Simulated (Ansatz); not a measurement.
Consider InN in the zinc blende structure (space group F-43m, No. 216).

```
InN
1.0
    0.00000     2.49960     2.49960
    2.49960     0.00000     2.49960
    2.49960     2.49960     0.00000
N In
1 1
Direct
  0.75000   0.75000   0.75000
  0.00000   0.00000   0.00000
```

Cartesian axes are those of the cell as printed.

Level of theory: r2SCAN in Ansatz (plane waves to 500 eV, PAW, scalar-relativistic without spin-orbit coupling).

Before the change:

| Item | Result |
|---|---|
| Pressure | 0.0 GPa |
| Shortest interatomic distance | 2.165 Å |

One thing is altered: the symmetric strain tensor [0.0025 -0.0006 -0.0077; -0.0006 0.0051 -0.0047; -0.0077 -0.0047 -0.0016], atoms relaxed at fixed cell.

What does the calculation give for the energy relative to the base after the change?

The energy rises by 1.7 meV/atom.

Estimate the effect on the pressure.

The pressure (mean of the normal stresses, compression positive) goes from zero to -0.8 GPa.

Predict the new shortest interatomic distance.

The shortest interatomic distance remains 2.165 Å.

Stability against distortions was not tested. All final runs are without spin polarisation. Gaps under 0.05 eV, about the width of the smearing, are given as zero. This is not the structure that InN has at room temperature and ambient pressure.

Ansatz is a first-principles code.
